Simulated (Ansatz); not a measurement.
Write the native input for Ansatz 0.2.0 that does the following.

```
Task                : single point
Functional          : PBE
Potentials or basis : all-electron LAPW, scalar-relativistic
Cutoff              : 229 eV (chosen from the basis error)
Basis error allowed : 0.003 eV/atom
k mesh              : 4 × 4 × 4
Occupations         : fermi-dirac, width 0.04 eV
Spin                : no spin polarisation
```

Crystal: CdTe.

```xyz
2
Lattice="0.0000 3.2050 3.2050 3.2050 0.0000 3.2050 3.2050 3.2050 0.0000" Properties=species:S:1:pos:R:3 pbc="T T T"
Te    4.8075    4.8075    4.8075
Cd    0.0000    0.0000    0.0000
```

One way to write it, as run:

input.yaml

```yaml
crystal:
  lattice:
    - [0.0, 3.205, 3.205]
    - [3.205, 0.0, 3.205]
    - [3.205, 3.205, 0.0]
  atoms:
    - { symbol: Te, position: [0.75, 0.75, 0.75] }
    - { symbol: Cd, position: [0.0, 0.0, 0.0] }
kpoints:
  mp_grid: { grid: [4, 4, 4] }
scf:
  occupations: { method: fermi_dirac, width: 0.04 }
hamiltonian:
  xc: pbe
  pseudopotentials: { kind: all_electron, lapw: { basis_error: 0.003 } }
output:
  forces: true
  stress: true
  eigenvalues: true
```

Potentials or basis: all-electron LAPW, scalar-relativistic.

Command:

```sh
$ ansatz run input.yaml --threads 1 --pin off --max-ram 2560MiB --backend cpu --events-out ev --progress --plain --runs-dir out
```

Results of the run:

```json
{
 "Pressure": "4.5 GPa",
 "Band gap on the k mesh": "0.86 eV, direct"
}
```

Caveat: the k mesh is coarse (spacing up to 0.42 Å⁻¹), so the values aren't converged; spin-orbit coupling is left out, which moves the levels of the heavy elements.

Wall time 2.7 s on 1 thread of Intel(R) Xeon(R) 6975P-C (Granite Rapids), with other jobs on the host, peak memory 0.3 GiB.
